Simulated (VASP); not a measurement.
Here is a VASP 6.6.1 calculation.

The input POSCAR:

```
TePb
1.0
    0.0000000000      3.2310000000      3.2310000000
    3.2310000000      0.0000000000      3.2310000000
    3.2310000000      3.2310000000      0.0000000000
Pb Te
1 1
Direct
    0.0000000000      0.0000000000      0.0000000000
    0.5000000000      0.5000000000      0.5000000000
```

INCAR.step1

```
SYSTEM = TePb
PREC = Accurate
ENCUT = 520
EDIFF = 1E-5
ISMEAR = -1
SIGMA = 0.05
LREAL = .FALSE.
LASPH = .TRUE.
NELM = 100
ALGO = Normal
ISIF = 2
LWAVE = .TRUE.
LCHARG = .FALSE.
NBANDS = 17
GGA = PE
```

The input INCAR.step2:

```
SYSTEM = TePb
PREC = Accurate
ENCUT = 520
EDIFF = 1E-6
ISMEAR = -1
SIGMA = 0.05
LREAL = .FALSE.
LASPH = .TRUE.
NELM = 100
ALGO = Normal
ISIF = 2
LWAVE = .FALSE.
LCHARG = .FALSE.
METAGGA = MBJ
NBANDS = 17
ISTART = 1
```

Contents of KPOINTS:

```
regular mesh
0
G
  7 7 7
  0 0 0
```

Contents of KPOINTS_OPT:

```
path GXWKGLUWLK,UX
10
line-mode
reciprocal
 0.0000000000  0.0000000000  0.0000000000  G
 0.5000000000  0.0000000000  0.5000000000  X

 0.5000000000  0.0000000000  0.5000000000  X
 0.5000000000  0.2500000000  0.7500000000  W

 0.5000000000  0.2500000000  0.7500000000  W
 0.3750000000  0.3750000000  0.7500000000  K

 0.3750000000  0.3750000000  0.7500000000  K
 0.0000000000  0.0000000000  0.0000000000  G

 0.0000000000  0.0000000000  0.0000000000  G
 0.5000000000  0.5000000000  0.5000000000  L

 0.5000000000  0.5000000000  0.5000000000  L
 0.6250000000  0.2500000000  0.6250000000  U

 0.6250000000  0.2500000000  0.6250000000  U
 0.5000000000  0.2500000000  0.7500000000  W

 0.5000000000  0.2500000000  0.7500000000  W
 0.5000000000  0.5000000000  0.5000000000  L

 0.5000000000  0.5000000000  0.5000000000  L
 0.3750000000  0.3750000000  0.7500000000  K

 0.6250000000  0.2500000000  0.6250000000  U
 0.5000000000  0.0000000000  0.5000000000  X
```

Potentials or basis: VASP PAW PBE potentials, release 64 (Pb_d, Te).

Run with:

```console
$ cat potpaw_PBE.64/Pb_d/POTCAR potpaw_PBE.64/Te/POTCAR > POTCAR
$ cp INCAR.step1 INCAR
$ mpirun -np 1 vasp_std > vasp.out
$ cp INCAR.step2 INCAR
$ mpirun -np 1 vasp_std > vasp.out
```

(1) Estimate the band gap along the path.

## Answers

(1) 1.12 eV, direct.

Caveat: this odd mesh misses L, where the gap lies, so gap, dielectric constants and Born charges aren't listed; spin-orbit coupling is left out, which moves the levels of the heavy elements.

**The experiment to reproduce.**

A printed reference work, monograph reports, for a bulk crystal of TePb at 4.2 K: band gap 0.19 eV (direct).

Against the measured gap of TePb, 0.19 eV (direct; 4.2 K; a printed reference work, monograph), the calculated 1.12 eV is off by +0.93 eV. Spin-orbit coupling on Pb, Te is left out. The value is that of TB-mBJ, without temperature or zero-point motion.
